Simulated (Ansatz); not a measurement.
HfB2:

```
Hf B
1.0
     3.14000    0.00000    0.00000
    -1.57000    2.71932    0.00000
     0.00000    0.00000    3.48000
Hf B
1 2
Direct
  0.00000 0.00000 0.00000
  0.66667 0.33333 0.50000
  0.33333 0.66667 0.50000
```

Program: Ansatz 0.2.0. Alike in all runs: no spin polarisation; cell as given; k mesh 10 × 10 × 8; smearing fermi-dirac 0.05 eV.

Q: Order these runs on this cell by their pressure, lowest first.
A. level PBEsol; potentials or basis all-electron LAPW, non-relativistic; cutoff (eV) 260; basis error allowed 0.002 eV/atom
B. level PBEsol; potentials or basis all-electron LAPW, scalar-relativistic; cutoff (eV) 287; basis error allowed 0.001 eV/atom
C. level LDA; potentials or basis all-electron LAPW, scalar-relativistic; cutoff (eV) 263; basis error allowed 0.002 eV/atom

A: C (-10.1 GPa), B (-4.3 GPa), A (5.9 GPa).

Caveats: relativity is left out, which matters for the heavier elements (some runs).

Not every run made on this cell is shown here.
